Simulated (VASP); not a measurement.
# Br (Immm) in VASP: settings compared, part 5 of 5

VASP 6.6.1. Earlier steps stand in the parts before.

## Step 7: Electric field gradients, PBEsol

INCAR reads:

```
PREC = Accurate ; ENCUT = 200
EDIFF = 1E-7 ; ISMEAR = -1
SIGMA = 0.05 ; LREAL = F
LASPH = T ; NELM = 80
ALGO = Fast ; ISIF = 2
LWAVE = F ; LCHARG = F
GGA = PS ; LEFG = T
```

KPOINTS reads:

```
Automatic mesh
0
Gamma
  16 16 16
```

POSCAR reads:

```
Br
1.0
   -1.2867684050      1.7199972000      3.5779911600
    1.2867684050     -1.7199972000      3.5779911600
    1.2867684050      1.7199972000     -3.5779911600
Br
1
Direct
    0.0000000000      0.0000000000      0.0000000000
```

Potentials or basis: VASP PAW PBE potentials, release 64 (Br).

Launch:

```console
$ cat potpaw_PBE.64/Br/POTCAR > POTCAR
$ mpirun -np 1 vasp_std > vasp.out
```

OUTCAR:

```text
PREC = Accurate
   ENCUT = 200
   EDIFF = 1E-7
   ISMEAR = -1
   LREAL = F
   LASPH = T
   NELM = 80
   ISIF = 2
   GGA = PS

 ion  position               nearest neighbor table
   1  0.000  0.000  0.000-

  LATTYP: Found a body centered orthorhombic cell.
 ALAT       =     2.5735368100
 B/A-ratio  =     1.3366796957
 C/A-ratio  =     2.7806022794

  Lattice vectors:

 A1 = (  -1.2867684050,   1.7199972000,   3.5779911600)
 A2 = (   1.2867684050,  -1.7199972000,   3.5779911600)
 A3 = (   1.2867684050,   1.7199972000,  -3.5779911600)

Analysis of symmetry for initial positions (statically):
=====================================================================
 Subroutine PRICEL returns:
 Original cell was already a primitive cell.

 Routine SETGRP: Setting up the symmetry group for a
 body centered orthorhombic supercell.

 Subroutine GETGRP returns: Found  8 space group operations
 (whereof  8 operations were pure point group operations)
 out of a pool of  8 trial point group operations.

The static configuration has the point symmetry D_2h.

Analysis of symmetry for dynamics (positions and initial velocities):
=====================================================================
 Subroutine PRICEL returns:
 Original cell was already a primitive cell.

 Routine SETGRP: Setting up the symmetry group for a
 body centered orthorhombic supercell.

 Subroutine GETGRP returns: Found  8 space group operations
 (whereof  8 operations were pure point group operations)
 out of a pool of  8 trial point group operations.

The dynamic configuration has the point symmetry D_2h.

 Subroutine INISYM returns: Found  8 space group operations
 (whereof  8 operations are pure point group operations),
 and found     1 'primitive' translations

----------------------------------------------------------------------------------------

                                     Primitive cell

  volume of cell :      31.6758

  direct lattice vectors                    reciprocal lattice vectors
    -1.286768405  1.719997200  3.577991160     0.000000000  0.290698148  0.139743218
     1.286768405 -1.719997200  3.577991160     0.388570312  0.000000000  0.139743218
     1.286768405  1.719997200 -3.577991160     0.388570312  0.290698148  0.000000000

  length of vectors
     4.173270185  4.173270185  4.173270185     0.322542370  0.412934685  0.485275489

  position of ions in fractional coordinates (direct lattice)
     0.000000000  0.000000000  0.000000000

  ion indices of the primitive-cell ions
   primitive index   ion index
                 1           1

----------------------------------------------------------------------------------------

 KPOINTS: Automatic mesh

Automatic generation of k-mesh.
 Grid dimensions read from file:
 generate k-points for:   16   16   16

[... 67 lines left out ...]
   IBRION =     -1    ionic relax: 0-MD 1-quasi-New 2-CG
   NFREE  =      0    steps in history (QN), initial steepest desc. (CG)
   ISIF   =      2    stress and relaxation
   ISYM   =      2    0-nonsym 1-usesym 2-fastsym
   POTIM  = 0.5000    time-step for ionic-motion
   TEBEG  =    0.0;   TEEND  =   0.0 temperature during run
   PSTRESS=    0.0 pullay stress
   NELECT =       7.0000    total number of electrons
   NUPDOWN=      -1.0000    fix difference up-down
   EMIN   =  10.00;   EMAX   =-10.00  energy-range for DOS
   EFERMI =   0.00;   METHOD = LEGACY
   ISMEAR =    -1;   SIGMA  =   0.05  broadening in eV -4-tet -1-fermi 0-gaus
   EFERMI_NEDOS =   21; number of points for ismear=-14 and -15
   IALGO  =     68    algorithm
   IMIX   =      4    mixing-type and parameters
     AMIX     =   0.40;   BMIX     =  1.00
     AMIX_MAG =   1.60;   BMIX_MAG =  1.00
  volume/ion in A,a.u.               =      31.68       213.76
  Fermi-wavevector in a.u.,A,eV,Ry     =   0.989764  1.870383 13.328717  0.979633
  Thomas-Fermi vector in A             =   2.121386
   LORBIT       =      0    0 simple, 1 ext, 2 COOP (PROOUT), +10 PAW based schemes
   GGA     = PS    functional components
   LHFCALC =     F    Hartree Fock is set to
   AEXX    =    0.0000 exact exchange contribution
   IVDW    =     0    specifies the selected vdW correction
   LEPSILON=     F    determine dielectric tensor
   LRPA    =     F    only Hartree local field effects (RPA)
 non-spin polarized calculation
 RMM-DIIS sequential band-by-band and
  energy-cutoff  :      200.00
  volume of cell :       31.68
 maximum number of plane-waves:       215
   NGX =  9   NGY =  9   NGZ =  9

 number of electron       6.9999994 magnetization

 Free energy of the ion-electron system (eV)
  ---------------------------------------------------
  ext. energy  EPLUGINS =         0.00000000
  ---------------------------------------------------
  free energy    TOTEN  =        -1.72343546 eV

  energy without entropy =       -1.71422880  energy(sigma->0) =       -1.71883213

 E-fermi :   0.1465     XC(G=0):  -8.3804

 val. band max:        0.1439601332   @ k =   0.1250   0.1875   0.0000
 cond. band min:       0.1474838567   @ k =   0.5000  -0.4375   0.2500
 fundamental gap:      0.0035237235
 Fermi energy:         0.1464516251

 k-point     1 :       0.0000    0.0000    0.0000
  band No.  band energies     occupation
      1     -15.7014      2.00000
      2      -1.7519      2.00000
      3      -1.0013      2.00000
      4       4.0633      0.00000
      5       5.3655      0.00000
      6       9.3623      0.00000
      7      12.1934      0.00000
[... 221 lines left out ...]
 k-point    24 :      -0.1250    0.0625    0.0000
  band No.  band energies     occupation
      1     -15.5694      2.00000
      2      -1.7237      2.00000
      3      -1.5028      2.00000
      4       3.4374      0.00000
      5       6.0068      0.00000
      6      10.0620      0.00000
      7      10.8628      0.00000

 [... further k-points ...]

------------------------ aborting loop because EDIFF is reached ----------------------------------------

  FORCE on cell =-STRESS in cart. coord.  units (eV):
  Direction    XX          YY          ZZ          XY          YZ          ZX
  --------------------------------------------------------------------------------------
  -------------------------------------------------------------------------------------
  Total       -0.6290487     -0.6029829     -0.5205502      0.0000000      0.0000000      0.0000000
  in kB      -31.8176047    -30.4991810    -26.3296943      0.0000000      0.0000000      0.0000000
  external PRESSURE =     -29.5488267 kB  Pullay stress =       0.0000000 kB

 VOLUME and BASIS-vectors are now :
 -----------------------------------------------------------------------------
  energy-cutoff  :      200.00
  volume of cell :       31.68
      direct lattice vectors                 reciprocal lattice vectors
    -1.286768405  1.719997200  3.577991160     0.000000000  0.290698148  0.139743218
     1.286768405 -1.719997200  3.577991160     0.388570312  0.000000000  0.139743218
     1.286768405  1.719997200 -3.577991160     0.388570312  0.290698148  0.000000000

 POSITION                                       TOTAL-FORCE (eV/Angst)
 -----------------------------------------------------------------------------------
      0.00000      0.00000      0.00000         0.000000     -0.000000      0.000000
 -----------------------------------------------------------------------------------
    total drift:                                0.000000      0.000000     -0.000000

  FREE ENERGIE OF THE ION-ELECTRON SYSTEM (eV)
  ---------------------------------------------------
  free  energy   TOTEN  =        -1.7234354643 eV

  energy  without entropy=       -1.7142288026  energy(sigma->0) =       -1.71883213

 Electric field gradients (V/A^2)
---------------------------------------------------------------------
 ion       V_xx      V_yy      V_zz      V_xy      V_xz      V_yz
---------------------------------------------------------------------
   1     744.083  -197.719  -546.364    -0.004    -0.004    -0.005
---------------------------------------------------------------------

 Electric field gradients after diagonalization (V/A^2)
 (convention: |V_zz| > |V_xx| > |V_yy|)
----------------------------------------------------------------------
 ion       V_xx      V_yy      V_zz     asymmetry (V_yy - V_xx)/ V_zz
----------------------------------------------------------------------
   1    -546.364  -197.719   744.083       0.469
----------------------------------------------------------------------

           NMR quadrupolar parameters

 Cq : quadrupolar parameter    Cq=e*Q*V_zz/h
 eta: asymmetry parameters     (V_yy - V_xx)/ V_zz
 Q  : nuclear electric quadrupole moment in mb (millibarn)
----------------------------------------------------------------------
 ion       Cq(MHz)       eta       Q (mb)
----------------------------------------------------------------------
   1       1.799       0.469       1.000
----------------------------------------------------------------------
```

OSZICAR:

```text
N       E                     dE             d eps       ncg     rms          rms(c)
DAV:   1     0.108988304256E+02    0.10899E+02   -0.16671E+03  9464   0.354E+02
DAV:   2    -0.154325139077E+01   -0.12442E+02   -0.12029E+02 11935   0.746E+01
DAV:   3    -0.181094005157E+01   -0.26769E+00   -0.26544E+00 11018   0.116E+01
DAV:   4    -0.181152851861E+01   -0.58847E-03   -0.58845E-03 14112   0.539E-01
DAV:   5    -0.181152872214E+01   -0.20352E-06   -0.20350E-06 11326   0.662E-03    0.551E+00
RMM:   6    -0.174319531094E+01    0.68333E-01   -0.40711E-02  8756   0.155E+00    0.351E+00
RMM:   7    -0.172569196319E+01    0.17503E-01   -0.72336E-02  9718   0.216E+00    0.770E-01
RMM:   8    -0.172596750070E+01   -0.27554E-03   -0.14784E-02  8955   0.940E-01    0.460E-01
RMM:   9    -0.172342032910E+01    0.25472E-02   -0.30787E-03  9811   0.422E-01    0.391E-02
RMM:  10    -0.172344536506E+01   -0.25036E-04   -0.24499E-04 11355   0.152E-01    0.407E-02
RMM:  11    -0.172344044635E+01    0.49187E-05   -0.29608E-05 10195   0.490E-02    0.278E-02
RMM:  12    -0.172343556425E+01    0.48821E-05   -0.64834E-06 10572   0.206E-02    0.378E-03
RMM:  13    -0.172343546429E+01    0.99951E-07   -0.70947E-07 11422   0.797E-03
   1 F= -.17234355E+01 E0= -.17188321E+01  d E =-.920666E-02
```

Wall time 30 s (1 thread of AMD EPYC 9R45 (Zen 5), shared host); peak memory 0.12 GiB.

The run converged, but a check on its numbers failed (symmetry, net force, bounds or a known fault of this set-up), so they aren't taken as properties of the crystal.

Caveat: the cutoff lies under the usual one of these potentials, so the numbers hold a large basis-set error; the PAW data sets were made with another functional, which shifts forces and pressure a little; an odd number of electrons without spin polarisation forces a metal; a magnetic or distorted state may lie lower.

## Step 8: Summary

| level | potentials or basis | k mesh | cutoff (eV) | mesh quality | gap on the mesh (eV) | pressure (GPa) |
| --- | --- | --- | --- | --- | --- | --- |
| PBEsol | VASP PAW PBE potentials, release 64 (Br) | 16 × 16 × 16 | 520 | not flagged | none | -0.8 |
| LDA | VASP PAW LDA potentials, release 64 (Br) | 6 × 6 × 6 | 300 | coarse | none | -2.1 |
| PBEsol | VASP PAW PBE potentials, release 64 (Br) | 6 × 6 × 6 | 520 | coarse | none | -0.8 |
| PBEsol | VASP PAW PBE potentials, release 64 (Br) | 16 × 16 × 16 | 300 | not flagged | none | -0.8 |
| LDA | VASP PAW LDA potentials, release 64 (Br) | 16 × 16 × 16 | 520 | not flagged | none | -2.1 |

Alike in all rows: task electric field gradients; no spin polarisation; cell as given; smearing fermi-dirac 0.05 eV.

Caveats: some runs use coarse meshes; an odd number of electrons without spin polarisation forces a metal; a magnetic or distorted state may lie lower; the PAW data sets were made with another functional, which shifts forces and pressure a little (some runs).

Total energies depend on the potentials used, so only differences within one code and one set of settings carry meaning.
